**Q:** I need the lattice size and the bulk modulus of nickel for a model of a strained coating. My colleague says that LDA is good enough for a simple metal and that the other functionals are refinements. Is that so?

**A:** Not for these two quantities, unless rough values will do. Here is the same ferromagnetic fcc crystal treated with five functionals, the approximations for exchange and correlation between electrons. The equilibrium volume $V$ is the volume per atom at which the energy is lowest. The bulk modulus $B$ is the resistance to uniform compression there, and its slope $B'$ tells how fast $B$ rises with pressure.

GPAW 26.7.0, collinear-spin PAW DFT in plane waves for ferromagnetic fcc Ni: 600 eV cutoff, 11 × 11 × 11 k mesh, Fermi-Dirac smearing of 0.05 eV, no spin-orbit coupling or added dispersion correction. The equilibrium volume, bulk modulus and its pressure derivative are fitted to energies at seven volumes from 0.94 to 1.06 times 10.49 Å³ per atom.

```
functional                                           potentials  equilibrium volume (Å³/atom)  bulk modulus (GPa)  bulk modulus slope
       LDA  PAW-data-sets-made-by gpaw-setup-for-the-functional                        10.123              259.10               4.890
      BP86  PAW-data-sets-made-by gpaw-setup-for-the-functional                        10.972              201.90               4.950
      PW91  PAW-data-sets-made-by gpaw-setup-for-the-functional                        10.957              205.70               4.860
     SOGGA  PAW-data-sets-made-by gpaw-setup-for-the-functional                        10.489              236.60               4.880
 vdW-DF-cx                 GPAW-PAW-data-sets-(gpaw-data-1.2.1)                        10.977              205.60               4.890
```

**Q:** SOGGA changes the starting cell of 10.49 Å³ per atom by only 0.03%. Doesn't that make it the most accurate?

**A:** No, because that percentage is counted from the cell that was put in, and that cell is itself too small. Real nickel has roughly 11 Å³ per atom, a recalled value that should hold to about 1%. Against it SOGGA is too small by about 5% and LDA by about 8%, while PW91 and BP86 agree with it within that margin. The agreement of SOGGA with the given cell tells you about that starting cell, not about real nickel.

**Q:** My coating model uses lengths, not volumes. How bad is it then?

**A:** A length error is about a third of a volume error. LDA makes the lattice edge nearly 3% too short and SOGGA about 1.5%. If the misfit between your coating and its substrate is itself a per cent or two, either error could swamp it. Among these levels, choose PW91 or BP86 for lengths. If you need them to a few tenths of a per cent, compare with a precise measured lattice edge first, since my rounded volume can't confirm that.

**Q:** Why should LDA shrink a metal at all?

**A:** LDA treats each point in the crystal as if it lay in a uniform electron gas of the local density. Real densities are uneven, and functionals such as PW91, BP86 and SOGGA also use the density gradient. They give uneven regions a more favourable exchange energy. When the atoms move apart, the density between them thins out and becomes more uneven relative to its size, so the gradient correction gains energy. It therefore rewards expansion and acts like an outward pressure, which LDA lacks.

**Q:** Can one see that pressure, or is it a figure of speech?

**A:** One can see it by holding every functional at the same volume, 10.49 Å³ per atom. The slope of the energy curve there gives the pressure. LDA wants to contract, with a pressure of −8.5 GPa, whereas PW91 wants to expand, with +9.9 GPa. SOGGA is almost exactly at rest, since this volume happens to be its own equilibrium.

The energies show the same thing without any need for a common zero. As the cell is expanded from the smallest to the largest volume calculated, PW91 gains 145 meV per atom relative to LDA. SOGGA gains 67 meV, a little less than half as much. These numbers establish the outward push and its size. That it comes from the growing unevenness of the density is the standard theoretical argument, which total energies alone can't prove.

**Q:** Why is SOGGA only halfway, if it also uses gradients?

**A:** Using gradients is not one fixed recipe. SOGGA lets the exchange energy respond more weakly to the gradients that are common in solids, so its outward push is smaller. PW91 and BP86 respond more strongly, and to a similar degree, which is why their volumes nearly coincide. The useful question about a gradient functional is therefore how strongly it rewards unevenness. The stronger the reward, the larger the crystal tends to be.

**Q:** Then the bulk modulus should be easy. LDA has the highest value, so LDA bonds are the stiffest?

**A:** That is the natural reading, and it is wrong. The tabulated moduli belong to different volumes, because each functional is evaluated at its own equilibrium. At the common volume of 10.49 Å³ the curvature of the energy gives 217 GPa for LDA and 254 GPa for PW91. With equal spacing between the atoms, LDA is the softest of the five.

**Q:** So how does the softest one end up at the top of the table?

**A:** It sits at a smaller volume, and a compressed metal is stiffer. A short calculation shows how much this matters. By definition $B=-V\,dP/dV$ and $B'=dB/dP$, where $P$ is the pressure. Together they give $dB/B=-B'\,dV/V$, and if $B'$ stays constant, the modulus varies as

$$B\propto V^{-B'}.$$

With $B'$ close to 5, a volume larger by 1% means a modulus lower by about 5%.

Now take LDA, with its own modulus and slope, to the equilibrium volume of PW91:

$$B = 259.1\ \text{GPa}\times\left(\frac{10.123}{10.957}\right)^{4.89}\approx 176\ \text{GPa}.$$

The only thing borrowed from PW91 is its volume. Expansion alone would thus lower the LDA modulus by about 83 GPa.

**Q:** But PW91 has 206 GPa, not 176. Does the estimate fail?

**A:** It shows that volume isn't the whole story. The missing 30 GPa is the difference between the two energy curves at equal spacing, the same effect that made PW91 stiffer at the common volume. The outward push of the gradient correction is strongest in the compressed crystal and fades as the crystal expands. A pressure that drops faster with volume means a higher modulus.

The gradient correction therefore does two opposite things. It moves the crystal to a larger volume, which softens it, and it steepens the pressure curve, which stiffens it. The first effect is nearly three times the second here, so the tabulated modulus falls from LDA to PW91. The exact split depends on the volume at which the curves are compared.

**Q:** How far can I trust the rule with constant $B'$?

**A:** Near the common volume it does well. It predicts 218 GPa for LDA at SOGGA's volume, practically the same place, and the curvature of the LDA energies gives 217 GPa. For larger expansions it comes out somewhat high, because $B'$ itself grows as a metal is stretched. That would make the remaining difference from PW91 a little larger than 30 GPa and leave the conclusion as it is.

**Q:** What does this mean for the stiffness in my coating model?

**A:** The measured bulk modulus of nickel is roughly 190 GPa, again recalled and rounded. LDA exceeds it by about 36% and SOGGA by about 25%, whereas PW91 and BP86 are 6 to 8% too high, give or take a few per cent for the rounding. If you need the modulus to within about a tenth, LDA and SOGGA drop out, and a precise measured value should decide on PW91 and BP86. The vdW-DF-cx row is a case of its own, which I'd leave aside for now. A coating strained in its plane also changes shape, so its stress depends on the shear constants too, which this table doesn't hold.

I wouldn't blame the functional for all of their remaining excess. The calculation describes a crystal without vibrations. Heat and zero-point motion expand real nickel by something like a per cent in volume, and by the rule above this alone can lower the modulus by a few per cent.

**Q:** Could I keep LDA and simply impose the measured volume?

**A:** That removes the largest error but exposes the other one. At a volume near 11 Å³ the LDA modulus is about 176 GPa or slightly less, so it would now be too low instead of far too high. The result is closer to the measured size, yet the LDA crystal is then under a strong inward pull. In a coating model that pull would appear as a false stress. It is cleaner to use a functional whose own equilibrium is about right.

**Q:** Between PW91 and BP86, which is better?

**A:** These results can't tell you. Their volumes differ by about 0.1% and their moduli by about 2%. The missing thermal expansion is larger than the first difference, and only one of the calculated volumes lies beyond each minimum, so the fitted curve is less well held on that side. Nor has it been tested here how much a denser mesh or a higher cutoff would shift the values. Take whichever your other materials have been treated with, and keep to it.

**Q:** Is there anything for which LDA would be enough?

**A:** For the spin moment, at least, the other functionals here bring no real change. Over all five functionals and all the volumes calculated it stays between 0.57 and 0.59 Bohr magnetons per atom. At the common volume the functionals differ by only about 1%. In nickel the majority-spin d states are essentially full, so the moment mainly counts the holes left in the minority-spin d states, and the functionals agree on that count. A measured moment also contains a small orbital part, which needs spin-orbit coupling and is absent here.

**Q:** LDA must at least be cheaper.

**A:** Hardly, although I can argue this only from the kind of work involved, as no timings are at hand. LDA, SOGGA, PW91 and BP86 all solve for the same bands with the same plane waves and the same mesh. The gradient functionals must also evaluate density gradients, which is a minor task beside the rest. Each functional also needs the same series of volumes to find its minimum. Going from LDA to PW91 thus removes most of an 8% volume error at little extra effort.

**Q:** And vdW-DF-cx? It lands on the same volume as BP86, and it sounds more advanced.

**A:** It is more elaborate: its correlation energy links the densities at pairs of separate points, which adds a further convolution to every step. But I wouldn't base a choice on this row. For transition metals this functional normally gives volumes clearly below those of PW91 and BP86, closer to the SOGGA kind. Here it gives 10.98 Å³, right beside them.

**Q:** Could that be an accident of the fit?

**A:** No, the whole energy curve behaves that way. On expansion from the smallest to the largest volume, vdW-DF-cx gains 149 meV per atom relative to LDA, and BP86 gains 147 meV. One difference in the setup does stand out. This row uses the program's standard atomic data sets, while the others use sets made for their own functional. Whether that accounts for the unexpected volume is a guess, and a doubtful one, since such a mismatch usually shifts a volume much less. Another suspect is the way the program evaluates the part of the correlation that links pairs of points. To test the first suspect, run SOGGA with the standard data sets too. Would its volume stay near 10.49 Å³, or grow towards 11?
